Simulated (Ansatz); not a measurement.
Ru (Fm-3m) under several functionals

Plane-wave DFT in Ansatz with scalar-relativistic PAW potentials. The same structure was relaxed (cell and atoms, symmetry kept) in separate runs at each level. This fcc form isn't the element's structure at ambient conditions. No spin polarisation.

Task: How do the levels PBE, PBE+D3(BJ), PBEsol, r2SCAN compare?

Result:
```tsv
level	cutoff (eV)	k mesh	V (Å³/atom)	a (Å)
PBEsol	420	18×18×18	13.375	3.768
PBE+D3(BJ)	420	18×18×18	13.502	3.780
r2SCAN	500	18×18×18	13.552	3.785
PBE	420	18×18×18	13.829	3.810
```

The usual order of volumes, PBEsol < PBE, holds here (13.375, 13.829 Å³/atom). As a rule PBEsol, built on the gradient expansion of slowly varying densities, lies between LDA and PBE; PBE's stronger gradient term for exchange weakens bonds. Adding D3 to PBE changes the volume by -2.4 %; the term is attractive, so it pulls cells in. In metals the pairwise form ignores screening by the conduction electrons and often pulls in too far. r2SCAN lies 2.0 % under PBE in volume.